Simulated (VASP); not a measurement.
# CsI (Pm-3m) in VASP: notebook, part 2 of 3

VASP 6.6.1. The steps go on from the part before.

**3. Single point, PBEsol**

Contents of INCAR:

```
SYSTEM = CsI
PREC = Accurate
ENCUT = 520
EDIFF = 1E-6
ISMEAR = 0
SIGMA = 0.1
LREAL = .FALSE.
LASPH = .TRUE.
NELM = 80
ALGO = Normal
ISIF = 2
LWAVE = .FALSE.
LCHARG = .FALSE.
GGA = PS
```

Contents of KPOINTS:

```
Automatic mesh
0
G
  6 6 6
  0 0 0
```

Contents of POSCAR:

```
CsI
1.0
    4.5667000000      0.0000000000      0.0000000000
    0.0000000000      4.5667000000      0.0000000000
    0.0000000000      0.0000000000      4.5667000000
Cs I
1 1
Direct
    0.0000000000      0.0000000000      0.0000000000
    0.5000000000      0.5000000000      0.5000000000
```

Potentials or basis: VASP PAW PBE potentials, release 54 (Cs_sv, I).

Run with:

```
cat potpaw_PBE.54/Cs_sv/POTCAR potpaw_PBE.54/I/POTCAR > POTCAR
mpirun -np 1 vasp_std > vasp.out
```

OUTCAR:

```text
SYSTEM = CsI
   PREC = Accurate
   ENCUT = 520
   EDIFF = 1E-6
   ISMEAR = 0
   LREAL = .FALSE.
   LASPH = .TRUE.
   NELM = 80
   ISIF = 2
   GGA = PS

 ion  position               nearest neighbor table
   1  0.000  0.000  0.000-
   2  0.500  0.500  0.500-

  LATTYP: Found a simple cubic cell.
 ALAT       =     4.5667000000

  Lattice vectors:

 A1 = (   4.5667000000,   0.0000000000,   0.0000000000)
 A2 = (   0.0000000000,   4.5667000000,   0.0000000000)
 A3 = (   0.0000000000,   0.0000000000,   4.5667000000)

Analysis of symmetry for initial positions (statically):
=====================================================================
 Subroutine PRICEL returns:
 Original cell was already a primitive cell.

 Routine SETGRP: Setting up the symmetry group for a
 simple cubic supercell.

 Subroutine GETGRP returns: Found 48 space group operations
 (whereof 48 operations were pure point group operations)
 out of a pool of 48 trial point group operations.

The static configuration has the point symmetry O_h .

[... 166 lines left out ...]
      1     -19.5666      2.00000
      2      -9.9019      2.00000
      3      -6.2512      2.00000
      4      -6.2512      2.00000
      5      -6.2512      2.00000
      6       0.7020      2.00000
      7       0.7020      2.00000
      8       0.7020      2.00000
      9       4.4965      0.00000
     10       4.8717      0.00000
     11       4.8717      0.00000
     12       8.5374      0.00000
[... 271 lines left out ...]
 k-point    20 :       0.5000    0.5000    0.5000
  band No.  band energies     occupation
      1     -19.4975      2.00000
      2      -9.6250      2.00000
      3      -6.5094      2.00000
      4      -6.5094      2.00000
      5      -6.5094      2.00000
      6      -0.5450      2.00000
      7      -0.5450      2.00000
      8      -0.5450      2.00000
      9       7.8484      0.00000
     10       7.8484      0.00000
     11       7.8484      0.00000
     12       8.6070      0.00000

------------------------ aborting loop because EDIFF is reached ----------------------------------------

  FORCE on cell =-STRESS in cart. coord.  units (eV):
  Direction    XX          YY          ZZ          XY          YZ          ZX
  --------------------------------------------------------------------------------------
  -------------------------------------------------------------------------------------
  Total       -0.2468293     -0.2468293     -0.2468293      0.0000000     -0.0000000      0.0000000
  in kB       -4.1524062     -4.1524062     -4.1524062      0.0000000     -0.0000000      0.0000000
  external PRESSURE =      -4.1524062 kB  Pullay stress =       0.0000000 kB

 VOLUME and BASIS-vectors are now :
 -----------------------------------------------------------------------------
  energy-cutoff  :      520.00
  volume of cell :       95.24
      direct lattice vectors                 reciprocal lattice vectors
     4.566700000  0.000000000  0.000000000     0.218976504  0.000000000  0.000000000
     0.000000000  4.566700000  0.000000000     0.000000000  0.218976504  0.000000000
     0.000000000  0.000000000  4.566700000     0.000000000  0.000000000  0.218976504

 POSITION                                       TOTAL-FORCE (eV/Angst)
 -----------------------------------------------------------------------------------
      0.00000      0.00000      0.00000         0.000000      0.000000      0.000000
      2.28335      2.28335      2.28335         0.000000      0.000000      0.000000
 -----------------------------------------------------------------------------------
    total drift:                               -0.000000      0.000000      0.000000

  FREE ENERGIE OF THE ION-ELECTRON SYSTEM (eV)
  ---------------------------------------------------
  free  energy   TOTEN  =        -5.7762197224 eV

  energy  without entropy=       -5.7762197224  energy(sigma->0) =       -5.77621972
```

OSZICAR:

```text
N       E                     dE             d eps       ncg     rms          rms(c)
DAV:   1     0.911705226661E+02    0.91171E+02   -0.63203E+03   480   0.110E+03
DAV:   2     0.143639890140E+01   -0.89734E+02   -0.83869E+02   700   0.163E+02
DAV:   3    -0.579424436137E+01   -0.72306E+01   -0.71910E+01   620   0.548E+01
DAV:   4    -0.591053571851E+01   -0.11629E+00   -0.11626E+00   572   0.802E+00
DAV:   5    -0.591191224838E+01   -0.13765E-02   -0.13764E-02   588   0.952E-01    0.141E+00
DAV:   6    -0.579865024507E+01    0.11326E+00   -0.15188E-01   536   0.187E+00    0.101E+00
DAV:   7    -0.577372219092E+01    0.24928E-01   -0.11874E-01   540   0.170E+00    0.497E-01
DAV:   8    -0.577588267056E+01   -0.21605E-02   -0.84175E-03   532   0.627E-01    0.836E-02
DAV:   9    -0.577614963165E+01   -0.26696E-03   -0.67147E-04   572   0.172E-01    0.634E-02
DAV:  10    -0.577622037384E+01   -0.70742E-04   -0.10413E-04   544   0.657E-02    0.117E-02
DAV:  11    -0.577621935058E+01    0.10233E-05   -0.29403E-05   552   0.275E-02    0.406E-03
DAV:  12    -0.577621972237E+01   -0.37179E-06   -0.30668E-06   556   0.115E-02
   1 F= -.57762197E+01 E0= -.57762197E+01  d E =-.191600E-11
```

stdout:

```text
POSCAR found type information on POSCAR CsI
 POSCAR found :  2 types and       2 ions
 scaLAPACK will be used
 -----------------------------------------------------------------------------
|                                                                             |
|                                                                             |
|     You enforced a specific xc type in the INCAR file but a different       |
|     I HOPE YOU KNOW WHAT YOU ARE DOING!                                     |
|                                                                             |
 -----------------------------------------------------------------------------

 LDA part: xc-table for (Slater+PW92), standard interpolation
 POSCAR, INCAR and KPOINTS ok, starting setup
 FFT: planning ... GRIDC
 FFT: planning ... GRID_SOFT
 FFT: planning ... GRID
 WAVECAR not read
 entering main loop
```

Run time: 10 s. Hardware: 1 thread of Intel Xeon 6975P-C (Granite Rapids), shared host; peak memory 0.21 GiB.

Results:

| Quantity | Value |
| --- | --- |
| Free energy | -5.7762 eV |
| Pressure | -0.4 GPa |
| Band gap on the k mesh | 3.70 eV, indirect (least direct gap 3.79 eV) |

Levels at points of the mesh, in eV from the valence-band top:
| k point | band 6 | band 7 | band 8 | band 9 | band 10 | band 11 |
| --- | --- | --- | --- | --- | --- | --- |
| (0.00, 0.00, 0.00) | -0.09 | -0.09 | -0.09 | 3.70 | 4.08 | 4.08 |
| (0.50, 0.00, 0.00) | -1.60 | -0.25 | -0.25 | 5.11 | 6.34 | 6.64 |
| (0.50, 0.50, 0.00) | -0.88 | -0.88 | 0.00 | 4.13 | 4.81 | 6.04 |
| (0.50, 0.50, 0.50) | -1.34 | -1.34 | -1.34 | 7.06 | 7.06 | 7.06 |

Caveat: the PAW data sets were made with another functional, which shifts forces and pressure a little; spin-orbit coupling is left out, which moves the levels of the heavy elements.

**4. Single point, PBEsol**

Contents of run.py:

```python
from ase.calculators.vasp import Vasp
from ase.dft.bandgap import bandgap
from ase.spacegroup import crystal

atoms = crystal(
    ['Cs', 'I'],
    basis=[[0.0, 0.0, 0.0], [0.5, 0.5, 0.5]],
    spacegroup=221,
    setting=1,
    cellpar=[4.5667, 4.5667, 4.5667, 90.0, 90.0, 90.0],
    primitive_cell=True,
)
calc = Vasp(
    directory='calc',
    xc='pbesol',
    pp='PBE',
    setups='recommended',
    pp_version='54',
    prec='Accurate',
    encut=520,
    ediff=1e-06,
    ismear=0,
    sigma=0.1,
    lreal=False,
    lasph=True,
    nelm=80,
    algo='Fast',
    isif=2,
    lwave=False,
    lcharg=False,
    kpts=[6, 6, 6],
    gamma=True,
    nbands=15,
)
atoms.calc = calc

print('energy (eV):', atoms.get_potential_energy())
print('free energy (eV):', atoms.get_potential_energy(force_consistent=True))
print('forces (eV/A):')
print(atoms.get_forces())
print('stress (eV/A^3, Voigt):', atoms.get_stress())
print('Fermi level (eV):', calc.get_fermi_level())
gap, top, bottom = bandgap(calc)
print('band gap (eV):', gap, 'from (spin, k, band)', top, 'to', bottom)
```

Potentials or basis: VASP PAW PBE potentials, release 54 (Cs_sv, I).

Run with:

```
python run.py
```

Output:

```text
energy (eV): -5.77621937
free energy (eV): -5.77621937
forces (eV/A):
[[0. 0. 0.]
 [0. 0. 0.]]
stress (eV/A^3, Voigt): [ 0.00246072  0.00246072  0.00246072 -0.         -0.          0.        ]
Fermi level (eV): 1.22304471
band gap (eV): 3.7045000000000003 from (spin, k, band) (0, np.int64(9), np.int64(7)) to (0, np.int64(0), np.int64(8))
```

OUTCAR:

```text
ENCUT = 520.000000
   EDIFF = 1.00e-06
   GGA = PS
   PREC = Accurate
   ISIF = 2
   ISMEAR = 0
   NELM = 80
   LASPH = .TRUE.
   LREAL = .FALSE.

 ion  position               nearest neighbor table
   1  0.000  0.000  0.000-
   2  0.500  0.500  0.500-

  LATTYP: Found a simple cubic cell.
 ALAT       =     4.5667000000

  Lattice vectors:

 A1 = (   4.5667000000,   0.0000000000,   0.0000000000)
 A2 = (   0.0000000000,   4.5667000000,   0.0000000000)
 A3 = (   0.0000000000,   0.0000000000,   4.5667000000)

Analysis of symmetry for initial positions (statically):
=====================================================================
 Subroutine PRICEL returns:
 Original cell was already a primitive cell.

 Routine SETGRP: Setting up the symmetry group for a
 simple cubic supercell.

 Subroutine GETGRP returns: Found 48 space group operations
 (whereof 48 operations were pure point group operations)
 out of a pool of 48 trial point group operations.

The static configuration has the point symmetry O_h .

Analysis of symmetry for dynamics (positions and initial velocities):
=====================================================================
 Subroutine PRICEL returns:
 Original cell was already a primitive cell.

 Routine SETGRP: Setting up the symmetry group for a
 simple cubic supercell.

 Subroutine GETGRP returns: Found 48 space group operations
 (whereof 48 operations were pure point group operations)
 out of a pool of 48 trial point group operations.

The dynamic configuration has the point symmetry O_h .

 Subroutine INISYM returns: Found 48 space group operations
 (whereof 48 operations are pure point group operations),
 and found     1 'primitive' translations

----------------------------------------------------------------------------------------

                                     Primitive cell

  volume of cell :      95.2374

  direct lattice vectors                    reciprocal lattice vectors
     4.566700000  0.000000000  0.000000000     0.218976504  0.000000000  0.000000000
     0.000000000  4.566700000  0.000000000     0.000000000  0.218976504  0.000000000
     0.000000000  0.000000000  4.566700000     0.000000000  0.000000000  0.218976504

  length of vectors
     4.566700000  4.566700000  4.566700000     0.218976504  0.218976504  0.218976504

[... 83 lines left out ...]
   POTIM  = 0.5000    time-step for ionic-motion
   TEBEG  =    0.0;   TEEND  =   0.0 temperature during run
   PSTRESS=    0.0 pullay stress
   NELECT =      16.0000    total number of electrons
   NUPDOWN=      -1.0000    fix difference up-down
   EMIN   =  10.00;   EMAX   =-10.00  energy-range for DOS
   EFERMI =   0.00;   METHOD = LEGACY
   ISMEAR =     0;   SIGMA  =   0.10  broadening in eV -4-tet -1-fermi 0-gaus
   EFERMI_NEDOS =   21; number of points for ismear=-14 and -15
   IALGO  =     68    algorithm
   IMIX   =      4    mixing-type and parameters
     AMIX     =   0.40;   BMIX     =  1.00
     AMIX_MAG =   1.60;   BMIX_MAG =  1.00
  volume/ion in A,a.u.               =      47.62       321.35
  Fermi-wavevector in a.u.,A,eV,Ry     =   0.903328  1.707043 11.102385  0.816002
  Thomas-Fermi vector in A             =   2.026641
   LORBIT       =      0    0 simple, 1 ext, 2 COOP (PROOUT), +10 PAW based schemes
   GGA     = PS    functional components
   LHFCALC =     F    Hartree Fock is set to
   AEXX    =    0.0000 exact exchange contribution
   IVDW    =     0    specifies the selected vdW correction
   LEPSILON=     F    determine dielectric tensor
   LRPA    =     F    only Hartree local field effects (RPA)
 non-spin polarized calculation
 RMM-DIIS sequential band-by-band and
 Gauss-broadening in eV      SIGMA  =   0.10
  energy-cutoff  :      520.00
  volume of cell :       95.24
 maximum number of plane-waves:      2593
 NGX is ok and might be reduce to    36
   NGX = 17   NGY = 17   NGZ = 17

 number of electron      16.0000003 magnetization

 Free energy of the ion-electron system (eV)
  ---------------------------------------------------
  ext. energy  EPLUGINS =         0.00000000
  ---------------------------------------------------
  free energy    TOTEN  =        -5.77621937 eV

  energy without entropy =       -5.77621937  energy(sigma->0) =       -5.77621937

 E-fermi :   1.2230     XC(G=0):  -7.8543

 val. band max:        0.7919828319   @ k =   0.5000   0.5000   0.0000
 cond. band min:       4.4965105580   @ k =   0.0000   0.0000   0.0000
 fundamental gap:      3.7045277261
 Fermi energy:         1.2230447060

 k-point     1 :       0.0000    0.0000    0.0000
  band No.  band energies     occupation
      1     -19.5670      2.00000
      2      -9.9029      2.00000
      3      -6.2514      2.00000
      4      -6.2514      2.00000
      5      -6.2514      2.00000
      6       0.7012      2.00000
      7       0.7012      2.00000
      8       0.7012      2.00000
      9       4.4965      0.00000
     10       4.8718      0.00000
     11       4.8718      0.00000
     12       8.5373      0.00000
     13       8.5373      0.00000
     14       8.5373      0.00000
[... 329 lines left out ...]
      2      -9.6260      2.00000
      3      -6.5095      2.00000
      4      -6.5095      2.00000
      5      -6.5095      2.00000
      6      -0.5455      2.00000
      7      -0.5455      2.00000
      8      -0.5455      2.00000
      9       7.8484      0.00000
     10       7.8484      0.00000
     11       7.8484      0.00000
     12       8.6067      0.00000
     13       8.6067      0.00000
     14       8.6067      0.00000
     15      10.6433      0.00000

------------------------ aborting loop because EDIFF is reached ----------------------------------------

  FORCE on cell =-STRESS in cart. coord.  units (eV):
  Direction    XX          YY          ZZ          XY          YZ          ZX
  --------------------------------------------------------------------------------------
  -------------------------------------------------------------------------------------
  Total       -0.2343526     -0.2343526     -0.2343526      0.0000000      0.0000000      0.0000000
  in kB       -3.9425115     -3.9425115     -3.9425115      0.0000000      0.0000000      0.0000000
  external PRESSURE =      -3.9425115 kB  Pullay stress =       0.0000000 kB

 VOLUME and BASIS-vectors are now :
 -----------------------------------------------------------------------------
  energy-cutoff  :      520.00
  volume of cell :       95.24
      direct lattice vectors                 reciprocal lattice vectors
     4.566700000  0.000000000  0.000000000     0.218976504  0.000000000  0.000000000
     0.000000000  4.566700000  0.000000000     0.000000000  0.218976504  0.000000000
     0.000000000  0.000000000  4.566700000     0.000000000  0.000000000  0.218976504

 POSITION                                       TOTAL-FORCE (eV/Angst)
 -----------------------------------------------------------------------------------
      0.00000      0.00000      0.00000         0.000000      0.000000      0.000000
      2.28335      2.28335      2.28335         0.000000      0.000000      0.000000
 -----------------------------------------------------------------------------------
    total drift:                               -0.000000      0.000000      0.000000

  FREE ENERGIE OF THE ION-ELECTRON SYSTEM (eV)
  ---------------------------------------------------
  free  energy   TOTEN  =        -5.7762193744 eV

  energy  without entropy=       -5.7762193744  energy(sigma->0) =       -5.77621937
```

INCAR:

```text
ENCUT = 520.000000
SIGMA = 0.100000
EDIFF = 1.00e-06
ALGO = Fast
GGA = PS
PREC = Accurate
ISIF = 2
ISMEAR = 0
NBANDS = 15
NELM = 80
LASPH = .TRUE.
LCHARG = .FALSE.
LWAVE = .FALSE.
LREAL = .FALSE.
```

Wall time 19 s (1 thread of Intel Xeon 6975P-C (Granite Rapids), shared host); peak memory 0.2 GiB.

Results:

- Free energy: -5.7762 eV
- Pressure: -0.4 GPa
- Band gap on the k mesh: 3.70 eV, indirect (least direct gap 3.80 eV)

Levels at points of the mesh, in eV from the valence-band top:
```tsv
k point	band 4	band 5	band 6	band 7	band 8	band 9	band 10	band 11	band 12	band 13
(0.00, 0.00, 0.00)	-7.04	-7.04	-0.09	-0.09	-0.09	3.70	4.08	4.08	7.75	7.75
(0.50, 0.00, 0.00)	-6.98	-6.98	-1.60	-0.25	-0.25	5.11	6.34	6.64	6.71	7.87
(0.50, 0.50, 0.00)	-7.42	-6.94	-0.87	-0.87	0.00	4.13	4.81	6.04	6.04	9.54
(0.50, 0.50, 0.50)	-7.30	-7.30	-1.34	-1.34	-1.34	7.06	7.06	7.06	7.81	7.81
```

Caveat: the PAW data sets were made with another functional, which shifts forces and pressure a little; spin-orbit coupling is left out, which moves the levels of the heavy elements.

**5. Single point, PBE+MBD-FI (volume scaled by 0.96)**

Contents of INCAR:

```
SYSTEM = CsI
PREC = Accurate ; ENCUT = 520
EDIFF = 1E-6 ; ISMEAR = -1
SIGMA = 0.05 ; LREAL = .False.
LASPH = .True. ; NELM = 80
ALGO = Normal ; ISIF = 2
LWAVE = .False. ; LCHARG = .False.
GGA = PE ; IVDW = 263
NBANDS = 15
```

Contents of CsI.cif:

```cif
data_CsI
_cell_length_a 4.50498027
_cell_length_b 4.50498027
_cell_length_c 4.50498027
_cell_angle_alpha 90.00000000
_cell_angle_beta 90.00000000
_cell_angle_gamma 90.00000000
_space_group_name_H-M_alt 'Pm-3m'
_space_group_name_Hall '-P 4 2 3'
_space_group_IT_number 221
loop_
_space_group_symop_operation_xyz
'x,y,z'
'-x,-y,-z'
'-y,x,z'
'y,-x,-z'
'-x,-y,z'
'x,y,-z'
'y,-x,z'
'-y,x,-z'
'x,-y,-z'
'-x,y,z'
'-y,-x,-z'
'y,x,z'
'-x,y,-z'
'x,-y,z'
'y,x,-z'
'-y,-x,z'
'z,x,y'
'-z,-x,-y'
'z,-y,x'
'-z,y,-x'
'z,-x,-y'
'-z,x,y'
'z,y,-x'
'-z,-y,x'
'-z,x,-y'
'z,-x,y'
'-z,-y,-x'
'z,y,x'
'-z,-x,y'
'z,x,-y'
'-z,y,x'
'z,-y,-x'
'y,z,x'
'-y,-z,-x'
'x,z,-y'
'-x,-z,y'
'-y,z,-x'
'y,-z,x'
'-x,z,y'
'x,-z,-y'
'-y,-z,x'
'y,z,-x'
'-x,-z,-y'
'x,z,y'
'y,-z,-x'
'-y,z,x'
'x,-z,y'
'-x,z,-y'
loop_
_atom_site_label
_atom_site_type_symbol
_atom_site_symmetry_multiplicity
_atom_site_Wyckoff_symbol
_atom_site_fract_x
_atom_site_fract_y
_atom_site_fract_z
_atom_site_occupancy
Cs1 Cs 1 a 0.0000000000 0.0000000000 0.0000000000 1
I1 I 1 b 0.5000000000 0.5000000000 0.5000000000 1
```

Contents of KPOINTS:

```
Automatic mesh
0
Gamma
  6 6 6
  0 0 0
```

Contents of POSCAR:

```
Cs I 
 1.0000000000000000
     4.5049802699999999    0.0000000000000000    0.0000000000000000
     0.0000000000000000    4.5049802699999999    0.0000000000000000
     0.0000000000000000    0.0000000000000000    4.5049802699999999
 Cs  I  
   1   1
Cartesian
  0.0000000000000000  0.0000000000000000  0.0000000000000000
  2.2524901349999999  2.2524901349999999  2.2524901349999999
```

Potentials or basis: VASP PAW PBE potentials, release 64 (Cs_sv, I).

Run with:

```
ase convert -i cif -o vasp CsI.cif POSCAR
cat potpaw_PBE.64/Cs_sv/POTCAR potpaw_PBE.64/I/POTCAR > POTCAR
mpirun -np 1 vasp_std > vasp.out
```

Run time: 54 s. Hardware: 1 thread of Intel Xeon 6975P-C (Granite Rapids), shared host; peak memory 0.19 GiB.

Results (log left out):

| Item | Value |
| --- | --- |
| Free energy | -5.9177 eV |
| Pressure | 0.1 GPa |
| Band gap on the k mesh | 4.02 eV, indirect (least direct gap 4.10 eV) |
| Hirshfeld charges | Cs +0.20; I -0.20 e |
| Dispersion energy per atom | -0.258 eV |

Levels at points of the mesh, in eV from the valence-band top:
| k point | band 6 | band 7 | band 8 | band 9 | band 10 | band 11 |
| --- | --- | --- | --- | --- | --- | --- |
| (0.00, 0.00, 0.00) | -0.08 | -0.08 | -0.08 | 4.02 | 4.11 | 4.11 |
| (0.50, 0.00, 0.00) | -1.66 | -0.27 | -0.27 | 5.18 | 6.67 | 6.79 |
| (0.50, 0.50, 0.00) | -0.89 | -0.89 | 0.00 | 4.24 | 4.94 | 6.11 |
| (0.50, 0.50, 0.50) | -1.41 | -1.41 | -1.41 | 7.31 | 7.31 | 7.31 |

Caveat: spin-orbit coupling is left out, which moves the levels of the heavy elements.

(Continued in part 3 of 3.)
